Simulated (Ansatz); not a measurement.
# V: course of a relaxation

Computed with Ansatz 0.2.0, DFT r2SCAN, scalar-relativistic, plane waves, PAW. Run with 500 eV cutoff, 18×18×18 k-mesh, Gaussian smearing of 0.10 eV, collinear spin.

What was changed in Y: Y → V on all its sites, cell and atoms relaxed.

With moments and this functional the run may sit in a state above the lowest one. The starting moments were lost, and the run ended without a moment.

Command:

```bash
ansatz run input.yaml --threads 1 --pin off --max-ram 2560MiB --backend cpu --events-out ev --progress --plain --runs-dir out
```

Input:

```yaml
crystal:
  lattice:
    - [0.0, 1.9023746429, 1.9023746429]
    - [1.9023746429, 0.0, 1.9023746429]
    - [1.9023746429, 1.9023746429, 0.0]
  atoms:
    - { symbol: V, position: [0.0, 0.0, 0.0], spin: -0.15 }
basis:
  ecutwfc: 500
kpoints:
  mp_grid: { grid: [18, 18, 18] }
hamiltonian:
  xc: r2scan
scf:
  occupations: { method: gaussian, width: 0.1 }
output:
  forces: true
  stress: true
  eigenvalues: true
  populations: true
magnetization:
  spin_polarized: true
relax:
  adjacent_minimum: "off"
  f_tol: 0.01
  max_steps: 60
  cell: { stress_tol: 0.1 }
```

F is the free energy. Steps run on the plane waves of an earlier cell, but the last one, and at times one on the way, on a freshly chosen basis, so a repeated geometry can differ a little in energy.

Steps:

```tsv
step	F − F(1) (eV)	largest force component (eV/Å)	V (Å³/atom)	P (GPa)
1	0.0000	0.000	13.769	-0.58
2	-0.0001	0.000	13.717	0.14
3	-0.0001	0.000	13.726	0.00
4	-0.0001	0.000	13.726	0.00
```

Relaxed structure:

```
CELL_PARAMETERS angstrom
0.00000 1.90039 1.90039
1.90039 0.00000 1.90039
1.90039 1.90039 0.00000
ATOMIC_POSITIONS crystal
V 0.00000 0.00000 0.00000
```

Symmetry: Fm-3m, No. 225, cubic system. Conventional cell: a = 3.801 Å, b = 3.801 Å, c = 3.801 Å, α = 90.00°, β = 90.00°, γ = 90.00°. V (site symmetry m-3m) has 12 V at 2.69 Å as nearest neighbours.

The run converged. It took 32 s on 1 thread of Intel(R) Xeon(R) Platinum 8488C (Sapphire Rapids), on a shared host, peak memory 0.47 GiB.